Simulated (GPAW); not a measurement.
# BAs (F-43m) in GPAW: further runs, part 2 of 2

GPAW 26.7.0.

## 4. Band structure, PBE

run.py reads:

```python
from ase.dft.bandgap import bandgap
from ase.io import read, write
from ase.units import GPa
from gpaw import GPAW, PW, setup_paths

setup_paths.insert(0, '.')

atoms = read('BAs.xyz')

calc = GPAW(mode=PW(800),
            xc='PBE',
            kpts={'size': (8, 8, 8), 'gamma': True},
            occupations={'name': 'fermi-dirac', 'width': 0.05},
            nbands=11,
            convergence={'density': 1e-05, 'energy': 1e-05},
            maxiter=150,
            txt='gpaw.txt')
atoms.calc = calc
energy = atoms.get_potential_energy()
forces = atoms.get_forces()
stress = atoms.get_stress()
calc.write('gs.gpw')
write('result.traj', atoms)
print(f'Energy: {energy:.6f} eV')
print('Forces (eV/A):')
print(forces.round(4))
print('Stress (GPa):', (stress / GPa).round(3))
print('Fermi level:', round(calc.get_fermi_level(), 4), 'eV')
print(f'Gap: {bandgap(calc)[0]:.4f} eV, direct: {bandgap(calc, direct=True)[0]:.4f} eV')

path = atoms.cell.bandpath('GXWKGLUWLK,UX', npoints=100, eps=1e-4)
bs_calc = calc.fixed_density(kpts=path, symmetry='off', nbands=19,
                             convergence={'bands': 'CBM+6.0', 'eigenstates': 1e-6}, txt='bands.txt')
bs = bs_calc.band_structure()
bs.write('bs.json')
print(f'Gap on the path: {bandgap(bs_calc)[0]:.4f} eV')
```

BAs.xyz reads:

```xyz
2
Lattice="0.0000000000 2.3885000000 2.3885000000 2.3885000000 0.0000000000 2.3885000000 2.3885000000 2.3885000000 0.0000000000" Properties=species:S:1:pos:R:3 pbc="T T T"
As     3.5827500000      3.5827500000      3.5827500000
B      0.0000000000      0.0000000000      0.0000000000
```

Potentials or basis: PAW data sets generated in the run's folder for this functional, pw.

On the command line:

```
gpaw-setup -f PBE As B
OMP_NUM_THREADS=1 python run.py
```

gpaw.txt:

```text
__  _  _
 | _ |_)|_||  |
 |__||  | ||/\| - 26.7.0

Input parameters:
  mode=PW(ecut=800.0),
  convergence={'density': 1e-05, 'energy': 1e-05},
  kpts=MonkhorstPack(size=(8, 8, 8), gamma=True),
  maxiter=150,
  nbands=11,
  occupations=Occupations(name='fermi-dirac', width=0.05),
  xc=XC(name='PBE')

Diagonalizing LCAO Hamiltonian
Converting LCAO to pw mode

                   As

       B

Atoms  # Å, Bohr magnetons
|   | symbol |        x |        y |        z |    initial magnetic moments |
|---|--------|----------|----------|----------|-----------------------------|
| 0 |     As | 3.582750 | 3.582750 | 3.582750 | ( 0.0000,  0.0000,  0.0000) |
| 1 |      B | 0.000000 | 0.000000 | 0.000000 | ( 0.0000,  0.0000,  0.0000) |

Unit cell  # Å
| periodic |        x |        y |        z |  lengths |    angles |
|----------|----------|----------|----------|----------|-----------|
|      yes | 0.000000 | 2.388500 | 2.388500 | 3.377849 | 60.000000 |
|      yes | 2.388500 | 0.000000 | 2.388500 | 3.377849 | 60.000000 |
|      yes | 2.388500 | 2.388500 | 0.000000 | 3.377849 | 60.000000 |

Number of symmetries: 24
Symmetry operations  # r_c * U_cc + t_c -> r_c
|    | kind |            matrix            |
|----|------|------------------------------|
|  0 |  E   |  1, 0, 0,  0, 1, 0,  0, 0, 1 |
|  1 |  σ   |  1, 0, 0,  0, 0, 1,  0, 1, 0 |
|  2 |  σ   |  1, 0,-1,  0, 1,-1,  0, 0,-1 |
|  3 |  C3  |  1, 0,-1,  0, 0,-1,  0, 1,-1 |
|  4 |  C3  |  1,-1, 0,  0,-1, 1,  0,-1, 0 |
|  5 |  σ   |  1,-1, 0,  0,-1, 0,  0,-1, 1 |
|  6 |  σ   |  0, 1, 0,  1, 0, 0,  0, 0, 1 |
|  7 |  C3  |  0, 1, 0,  0, 0, 1,  1, 0, 0 |
|  8 |  C2  |  0, 1,-1,  1, 0,-1,  0, 0,-1 |
|  9 |  S4  |  0, 1,-1,  0, 0,-1,  1, 0,-1 |
| 10 |  C3  |  0, 0, 1,  1, 0, 0,  0, 1, 0 |
| 11 |  σ   |  0, 0, 1,  0, 1, 0,  1, 0, 0 |
| 12 |  S4  |  0, 0,-1,  1, 0,-1,  0, 1,-1 |
| 13 |  C3  |  0, 0,-1,  0, 1,-1,  1, 0,-1 |
| 14 |  S4  |  0,-1, 1,  1,-1, 0,  0,-1, 0 |
| 15 |  C2  |  0,-1, 1,  0,-1, 0,  1,-1, 0 |
| 16 |  C3  |  0,-1, 0,  1,-1, 0,  0,-1, 1 |
| 17 |  S4  |  0,-1, 0,  0,-1, 1,  1,-1, 0 |
| 18 |  S4  | -1, 1, 0, -1, 0, 1, -1, 0, 0 |
| 19 |  C3  | -1, 1, 0, -1, 0, 0, -1, 0, 1 |
| 20 |  C3  | -1, 0, 1, -1, 1, 0, -1, 0, 0 |
| 21 |  S4  | -1, 0, 1, -1, 0, 0, -1, 1, 0 |
| 22 |  σ   | -1, 0, 0, -1, 1, 0, -1, 0, 1 |
| 23 |  C2  | -1, 0, 0, -1, 0, 1, -1, 1, 0 |

BZ-sampling:
  Number of BZ points: 512
  Number of IBZ points: 29

  Monkhorst-Pack size: [8, 8, 8]
  Monkhorst-Pack shift: [0.0625, 0.0625, 0.0625]

K-points  # in reciprocal-cell coordinates
|     |                                coordinates |     weight |
|-----|--------------------------------------------|------------|
|   0 | (  0.00000000,   0.00000000,   0.00000000) | 0.00195312 |
|   1 | (  0.12500000,   0.12500000,   0.00000000) | 0.01171875 |
|   2 | (  0.12500000,   0.12500000,   0.12500000) | 0.01562500 |
|   3 | (  0.25000000,   0.12500000,   0.12500000) | 0.02343750 |
|   4 | (  0.25000000,   0.25000000,   0.00000000) | 0.01171875 |
|   5 | (  0.25000000,   0.25000000,   0.12500000) | 0.04687500 |
|   6 | (  0.25000000,   0.25000000,   0.25000000) | 0.01562500 |
|   7 | (  0.37500000,   0.25000000,  -0.37500000) | 0.04687500 |
|   8 | (  0.37500000,   0.25000000,   0.12500000) | 0.04687500 |
|   9 | (  0.37500000,   0.25000000,   0.25000000) | 0.04687500 |
| ... |                                            |            |
|  28 | (  0.50000000,   0.50000000,   0.50000000) | 0.00781250 |

Plane wave coefficients: 1424
Cutoff: 800.0 eV

Spin-components: 1 (collinear spins)
Bands:           11
Projectors:      10
Spin-degeneracy: 2
Datatype:        complex128

Parallelization:
  kpt:    1
  domain: 1
  band:   1

Density:
  Valence electrons: 8.0
  Components: 1
  Grid points: [24 24 24]
  Charge: 0.0  # |e|

Potential:
  Grid points: [24 24 24]

species:
  As:
    name:    Arsenic
    Z:       33.0
    valence: 5
    core:    28
    charge:  0.0  # [|e|]
    compensation charges:
      type: gauss
      rc: 0.33  # [Å]
      lmax: 2
    cutoffs:
      filter: 1.87  # [Å]
      core: 2.96  # [Å]
    projectors
    | kind |    occ | energy [eV] | rcut [Å] |
    |------|--------|-------------|----------|
    |   4s |  2.000 |     -14.486 |    1.058 |
    |   4p |  3.000 |      -5.196 |    1.058 |
    |    s |        |      12.725 |    1.058 |
    |    p |        |      22.016 |    1.058 |
    |    d |        |       0.000 |    1.058 |

    Using partial waves for As as LCAO basis

  B:
    name:    Boron
    Z:       5.0
    valence: 3
    core:    2
    charge:  0.0  # [|e|]
    compensation charges:
      type: gauss
      rc: 0.20  # [Å]
      lmax: 2
    cutoffs:
      filter: 1.14  # [Å]
      core: 1.38  # [Å]
    projectors
    | kind |    occ | energy [eV] | rcut [Å] |
    |------|--------|-------------|----------|
    |   2s |  2.000 |      -9.443 |    0.635 |
    |   2p |  1.000 |      -3.606 |    0.635 |
    |    s |        |      17.768 |    0.635 |
    |    p |        |      23.605 |    0.635 |
    |    d |        |       0.000 |    0.635 |

    Using partial waves for B as LCAO basis

Reference energy: -62172.464042  # eV

eigensolver:
  PPCG
  Converge bands: occupied
  niter=2

density mixing:
  MSR1-Mixer
  Pratt-step length: 0.05
  Maximum mixing coefficient: 0.75
  Old densities: 10
  SVD Regularization: 0.005
  Good broyden scale: 1.0
  Trust region scale: 1.0
  Backstep threshold: 4.0
  History deletion threshold: 6.0
  Fourier metric: weight=20.0, sigma=0.015

occupation numbers:
  Fermi-Dirac:
    width: 0.0500  # eV

poisson solver:
  ecut: 6400.0  # eV

xc functional:
  name: PBE with 2 nearest neighbor stencil

convergence criteria:
- Maximum integral of absolute [dens]ity change: 1e-05 electrons / valence electron
- Maximum [total energy] change in last 3 cyles: 1e-05 eV / valence electron
- Maximum integral of absolute [eigenst]ate change: 4e-08 eV^2 / valence electron
maximum number of iterations: 150

SCF iterations
|iter     | |      energy | eigst |  dens |
|---------|-|-------------|-------|-------|
|iter:   1| |  -11.980289 | -0.26 |       |
|iter:   2| |  -11.862460 | -2.32 | -0.72 |
|iter:   3| |  -11.404478 | -1.70 | -0.76 |
|iter:   4| |  -11.402075 | -3.16 | -1.44 |
|iter:   5| |  -11.402519 | -4.03 | -1.89 |
|iter:   6| |  -11.402549 | -5.68 | -2.65 |
|iter:   7| |  -11.402549c| -7.46c| -3.61 |
|iter:   8| |  -11.402550c| -8.61c| -4.13 |
|iter:   9| |  -11.402550c| -9.46c| -5.39c|

Converged in 9 steps
Energy contributions relative to reference atoms: (reference = -62172.464042)

Energy contributions:
  Kinetic:          20.147488
  Coulomb:         -17.824684
  Zero:             -0.003508
  External:          0.000000
  Xc:              -13.721846
  Entropy:          -0.000000
  Spinorbit:         0.000000
  ----------------------------
  Free energy:     -11.402550
  Extrapolated:    -11.402550

dipole moment: (-3.232033, -3.232033, -3.232033)  # |e|*Ang

Fermi level: 8.558
Eigenvalues  # (at kpt = [0.000, 0.000, 0.000])
| band index |      eig [eV] | occ [0-2] |
|------------|---------------|-----------|
|          0 |        -7.416 |     2.000 |
|          1 |         7.977 |     2.000 |
|          2 |         7.977 |     2.000 |
|          3 |         7.977 |     2.000 |
|          4 |        11.270 |     0.000 |
|          5 |        11.270 |     0.000 |
|          6 |        11.270 |     0.000 |
|          7 |        12.700 |     0.000 |
|          8 |        17.623 |     0.000 |
|          9 |        21.060 |     0.000 |
|         10 |        21.061 |     0.000 |

Gap: 1.196 eV
Transition (v -> c):
  (s=0, k=0, n=3, [0.00, 0.00, 0.00]) -> (s=0, k=12, n=4, [0.38, 0.38, 0.00])
Direct/indirect transitions are different
Direct gap: 3.292 eV
Transition at: (s=0, k=0, n=3, [0.00, 0.00, 0.00])

Forces  # eV/Ang
|       x |        y |       z |
|---------|----------|---------|
| 0.00000 | -0.00000 | 0.00000 |  # As   0
| 0.00000 |  0.00000 | 0.00000 |  # B    1

Stress tensor  # eV/Ang^3
|         x |         y |         z |
|-----------|-----------|-----------|
| -0.020462 | -0.000000 | -0.000000 |
| -0.000000 | -0.020462 | -0.000000 |
| -0.000000 | -0.000000 | -0.020462 |

# Writing to gs.gpw (mode='')
```

Run time: 38 s. Hardware: 1 thread of Arm Neoverse V1, shared host; peak memory 0.24 GiB.

What came out:

* Free energy: -11.4025 eV
* Pressure: 3.3 GPa
* Band gap on the k mesh: 1.20 eV, indirect (least direct gap 3.29 eV)
* Band gap along the path: 1.18 eV, indirect (least direct gap 3.29 eV)

Levels at the corners of the path, in eV from the valence-band top:
```tsv
point	band 2	band 3	band 4	band 5	band 6	band 7
Γ	0.00	0.00	0.00	3.29	3.29	3.29
X	-8.53	-4.07	-4.07	1.43	1.45	11.41
W	-8.06	-5.48	-5.20	5.28	5.98	6.82
K	-8.15	-5.95	-3.48	2.05	5.57	9.26
Γ	0.00	0.00	0.00	3.29	3.29	3.29
L	-8.78	-1.82	-1.82	2.71	4.80	4.80
U	-8.15	-5.95	-3.48	2.05	5.57	9.26
W	-8.06	-5.48	-5.20	5.28	5.98	6.82
L	-8.78	-1.82	-1.82	2.71	4.80	4.80
K	-8.15	-5.95	-3.48	2.05	5.57	9.26
U	-8.15	-5.95	-3.48	2.05	5.57	9.26
X	-8.53	-4.07	-4.07	1.43	1.45	11.41
```

## 5. Equation of state, BP86

run.py reads:

```python
from ase import Atoms
from ase.eos import EquationOfState
from ase.io import Trajectory
from ase.units import GPa
from gpaw import GPAW, PW, setup_paths

setup_paths.insert(0, '.')

atoms = Atoms(['As', 'B'],
              cell=[[0.0, 2.3885, 2.3885],
                    [2.3885, 0.0, 2.3885],
                    [2.3885, 2.3885, 0.0]],
              scaled_positions=[[0.75, 0.75, 0.75],
                                [0.0, 0.0, 0.0]],
              pbc=True)

traj = Trajectory('eos.traj', 'w')
volumes, energies = [], []
for x in [0.94, 0.96, 0.98, 1.0, 1.02, 1.04, 1.06]:
    a = atoms.copy()
    a.set_cell(atoms.cell * x**(1 / 3), scale_atoms=True)
    calc = GPAW(mode=PW(800),
                xc='GGA_X_B88+GGA_C_P86',
                kpts={'size': (8, 8, 8), 'gamma': True},
                occupations={'name': 'fermi-dirac', 'width': 0.05},
                nbands=11,
                convergence={'density': 1e-05, 'energy': 1e-05},
                maxiter=150,
                txt=f'eos-{x:.2f}.txt')
    a.calc = calc
    energies.append(a.get_potential_energy(force_consistent=True))
    volumes.append(a.get_volume())
    p = -a.get_stress()[:3].mean() / GPa
    calc.write(f'eos-{x:.2f}.gpw')
    traj.write(a)
    print(f'{x:.2f} {volumes[-1]:10.4f} A^3 {energies[-1]:14.6f} eV {p:9.3f} GPa', flush=True)

v0, e0, B = EquationOfState(volumes, energies, eos='birchmurnaghan').fit()
print(f'V0 = {v0:.4f} A^3, E0 = {e0:.6f} eV, B0 = {B / GPa:.2f} GPa')
```

On the command line:

```
gpaw-setup -f GGA_X_B88+GGA_C_P86 As B
OMP_NUM_THREADS=1 python run.py
```

Wall time 76 s (1 thread of Arm Neoverse V1, shared host); peak memory 0.21 GiB.

Results (log left out):

```
Equilibrium volume                      : 14.08 Å³/atom
Bulk modulus                            : 129 GPa
Pressure derivative of the bulk modulus : 4.1
```

Energy against volume, from the lowest point:
```tsv
volume (Å³/atom)	energy (meV/atom)
12.809	53.70
13.081	31.82
13.354	16.07
13.626	5.86
13.899	0.66
14.171	0.00
14.444	3.44
```

## 6. Band structure, SOGGA, spin-orbit coupling, no magnetisation

run.py reads:

```python
import numpy as np
from ase.dft.bandgap import bandgap
from ase.io import read, write
from ase.units import GPa
from gpaw import GPAW, PW, setup_paths
from gpaw.spinorbit import soc_eigenstates

setup_paths.insert(0, '.')

atoms = read('BAs.xyz')

calc = GPAW(mode=PW(800),
            xc='GGA_X_SOGGA+GGA_C_PBE_SOL',
            kpts={'size': (8, 8, 8), 'gamma': True},
            occupations={'name': 'fermi-dirac', 'width': 0.05},
            nbands=11,
            convergence={'density': 1e-05, 'energy': 1e-05},
            maxiter=150,
            txt='gpaw.txt')
atoms.calc = calc
energy = atoms.get_potential_energy()
forces = atoms.get_forces()
stress = atoms.get_stress()
calc.write('gs.gpw')
write('result.traj', atoms)
print(f'Energy: {energy:.6f} eV')
print('Forces (eV/A):')
print(forces.round(4))
print('Stress (GPa):', (stress / GPa).round(3))
print('Fermi level:', round(calc.get_fermi_level(), 4), 'eV')
print(f'Gap: {bandgap(calc)[0]:.4f} eV, direct: {bandgap(calc, direct=True)[0]:.4f} eV')

path = atoms.cell.bandpath('GXWKGLUWLK,UX', npoints=100, eps=1e-4)
bs_calc = calc.fixed_density(kpts=path, symmetry='off', nbands=19,
                             convergence={'bands': 'CBM+6.0', 'eigenstates': 1e-6}, txt='bands.txt')
bs = bs_calc.band_structure()
bs.write('bs.json')
print(f'Gap on the path: {bandgap(bs_calc)[0]:.4f} eV')

soc = soc_eigenstates(bs_calc, theta=90, phi=0)
np.savetxt('soc_bands.dat', soc.eigenvalues(), fmt='%.4f')
mesh = soc_eigenstates('gs.gpw', theta=90, phi=0)
np.savetxt('soc_mesh.dat', mesh.eigenvalues(), fmt='%.4f')
print('Fermi level with spin-orbit coupling:', round(mesh.fermi_level, 4), 'eV')
```

BAs.xyz is that of step 4.

Potentials or basis: PAW data sets generated in the run's folder for this functional, pw.

On the command line:

```
gpaw-setup -f GGA_X_SOGGA+GGA_C_PBE_SOL As B
OMP_NUM_THREADS=1 python run.py
```

Wall time 38 s (1 thread of Arm Neoverse V1, shared host); peak memory 0.26 GiB.

The run converged. Its results:

```
Free energy             : -12.3540 eV
Pressure                : -0.5 GPa
Band gap on the k mesh  : 1.03 eV, indirect (least direct gap 3.04 eV)
Band gap along the path : 1.01 eV, indirect (least direct gap 3.04 eV)
```

Levels at the corners of the path, in eV from the valence-band top:
```tsv
point	band 6	band 7	band 8	band 9	band 10	band 11
Γ	0.00	0.00	0.00	3.04	3.04	3.27
X	-4.23	-4.10	-4.10	1.25	1.25	1.28
W	-5.54	-5.32	-5.30	5.12	5.13	5.87
K	-6.03	-3.57	-3.57	1.87	1.88	5.41
Γ	0.00	0.00	0.00	3.04	3.04	3.27
L	-1.97	-1.82	-1.82	2.60	2.60	4.63
U	-6.03	-3.57	-3.57	1.87	1.88	5.41
W	-5.54	-5.32	-5.30	5.12	5.13	5.87
L	-1.97	-1.82	-1.82	2.60	2.60	4.63
K	-6.03	-3.57	-3.57	1.87	1.88	5.41
U	-6.03	-3.57	-3.57	1.87	1.88	5.41
X	-4.23	-4.10	-4.10	1.25	1.25	1.28
```

Caveat: spin-orbit coupling was added after a scalar SCF, so levels and gaps hold it while energy, forces, pressure and moments don't; this program's spin-orbit splittings come out too wide for heavy elements.

## 7. Equation of state, PBE

run.py reads:

```python
from ase import Atoms
from ase.eos import EquationOfState
from ase.io import Trajectory
from ase.units import GPa
from gpaw import GPAW, PW, setup_paths

setup_paths.insert(0, '.')

atoms = Atoms(['As', 'B'],
              cell=[[0.0, 2.3885, 2.3885],
                    [2.3885, 0.0, 2.3885],
                    [2.3885, 2.3885, 0.0]],
              scaled_positions=[[0.75, 0.75, 0.75],
                                [0.0, 0.0, 0.0]],
              pbc=True)

traj = Trajectory('eos.traj', 'w')
volumes, energies = [], []
for x in [0.94, 0.96, 0.98, 1.0, 1.02, 1.04, 1.06]:
    a = atoms.copy()
    a.set_cell(atoms.cell * x**(1 / 3), scale_atoms=True)
    calc = GPAW(mode=PW(1100),
                xc='PBE',
                kpts={'size': (8, 8, 8), 'gamma': True},
                occupations={'name': 'fermi-dirac', 'width': 0.05},
                setups='sg15',
                nbands=-7,
                convergence={'density': 1e-05, 'energy': 1e-05},
                maxiter=150,
                txt=f'eos-{x:.2f}.txt')
    a.calc = calc
    energies.append(a.get_potential_energy(force_consistent=True))
    volumes.append(a.get_volume())
    p = -a.get_stress()[:3].mean() / GPa
    calc.write(f'eos-{x:.2f}.gpw')
    traj.write(a)
    print(f'{x:.2f} {volumes[-1]:10.4f} A^3 {energies[-1]:14.6f} eV {p:9.3f} GPa', flush=True)

v0, e0, B = EquationOfState(volumes, energies, eos='birchmurnaghan').fit()
print(f'V0 = {v0:.4f} A^3, E0 = {e0:.6f} eV, B0 = {B / GPa:.2f} GPa')
```

Potentials or basis: SG15 ONCV 1.2, pw.

On the command line:

```
OMP_NUM_THREADS=1 python run.py
```

Wall time 1.9 min (1 thread of Arm Neoverse V1, shared host); peak memory 0.22 GiB.

The run converged. Its results:

```
Equilibrium volume                      : 13.65 Å³/atom
Bulk modulus                            : 125 GPa
Pressure derivative of the bulk modulus : 3.8
```

Energy against volume, from the lowest point:
| volume (Å³/atom) | energy (meV/atom) |
| --- | --- |
| 12.809 | 22.61 |
| 13.081 | 10.02 |
| 13.354 | 2.64 |
| 13.626 | 0.00 |
| 13.899 | 1.66 |
| 14.171 | 7.21 |
| 14.444 | 16.31 |

## 8. The runs side by side

| task | level | potentials or basis | spin | cutoff (eV) | band path | band points | spin axis theta (degrees) | spin axis phi (degrees) | soc after scf | gap on the mesh (eV) | pressure (GPa) | V0 of scaled cells (Å³/atom) | B0 (GPa) |
| --- | --- | --- | --- | --- | --- | --- | --- | --- | --- | --- | --- | --- | --- |
| equation of state | RPBE | the program's PAW data sets (release 1.2.1) made for this functional, pw | off | 800 | - | - | - | - | - | - | - | 14.24 | 126 |
| band structure | PBE | PAW data sets generated in the run's folder for this functional, pw | off | 800 | GXWKGLUWLK,UX | 100 | - | - | - | 1.20 | 3.3 | - | - |
| equation of state | BP86 | PAW data sets generated in the run's folder for this functional, pw | off | 800 | - | - | - | - | - | - | - | 14.08 | 129 |
| band structure | SOGGA | PAW data sets generated in the run's folder for this functional, pw | SOC, no magnetisation | 800 | GXWKGLUWLK,UX | 100 | 90 | 0 | second variation | 1.03 | -0.5 | - | - |
| equation of state | PBE | SG15 ONCV 1.2, pw | off | 1100 | - | - | - | - | - | - | - | 13.65 | 125 |

Alike in all rows: cell as given; k mesh 8 × 8 × 8; smearing fermi-dirac 0.05 eV.

Caveats: spin-orbit coupling was added after a scalar SCF, so levels and gaps hold it while energy, forces, pressure and moments don't (some runs); this program's spin-orbit splittings come out too wide for heavy elements (some runs).

Absolute energies hang on the potentials; compare differences alone.

## 9. Against experiment

Step 2. A measured bulk modulus of BAs is 148 GPa (quoted in “Basic Physical Properties of Cubic Boron Arsenide”, 2019, arxiv:1911.11281); the calculated 126 GPa misses it by -15.2 %. The fit is for a static lattice scaled at fixed shape and fixed fractional positions.

Step 5. Against the measured bulk modulus of BAs, 148 GPa (quoted in “Basic Physical Properties of Cubic Boron Arsenide”, 2019, arxiv:1911.11281), the calculated 129 GPa is off by -12.9 %. The fit is for a static lattice scaled at fixed shape and fixed fractional positions.

Step 7. Measured bulk modulus of BAs: 148 GPa (quoted in “Basic Physical Properties of Cubic Boron Arsenide”, 2019, arxiv:1911.11281). This calculation gives 125 GPa (-15.4 %). The fit is for a static lattice scaled at fixed shape and fixed fractional positions.
